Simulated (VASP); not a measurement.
A run of VASP 6.6.1 is set up as follows.

Contents of INCAR:

```
SYSTEM = MoP
ALGO = Normal
EDIFF = 1E-7
EDIFFG = -0.01
ENCUT = 300
GGA = PE
IBRION = 2
ISIF = 4
ISMEAR = 1
LASPH = .True.
LCHARG = .False.
LREAL = .False.
LWAVE = .False.
NELM = 80
NSW = 40
PREC = Accurate
SIGMA = 0.1
```

Contents of KPOINTS:

```
k-points
0
Gamma
  8 8 6
  0 0 0
```

POSCAR

```
MoP                                     
1.0
    3.2930755551      0.0000000000      0.0000000000
   -1.6465377776      2.8518870874     -0.0000000000
    0.0000000000     -0.0000000000      3.2667398726
  Mo              P             
     1     1
Direct
     1.0000000000000000    0.0000000000000000    0.0000000000000000
     0.3333333332999970    0.6666666667000030    0.5000000000000000
```

Potentials or basis: VASP PAW PBE potentials, release 64 (Mo, P).

Command:

```bash
$ cat potpaw_PBE.64/Mo/POTCAR potpaw_PBE.64/P/POTCAR > POTCAR
$ mpirun -np 1 vasp_std > vasp.out
```

Problem. Predict the energy gained by relaxing.

Solution. 1.4 meV/atom.

Problem. Predict the band gap on the k mesh.

Solution. None (metal or under the smearing width).

Final structure:
```yaml
crystal:
  lattice:
    - [3.30742, 0.00000, 0.00000]
    - [-1.65371, 2.86431, 0.00000]
    - [0.00000, 0.00000, 3.23847]
  atoms:
    - { symbol: Mo, position: [0.00000, 0.00000, 0.00000] }
    - { symbol: P, position: [0.33333, 0.66667, 0.50000] }
```
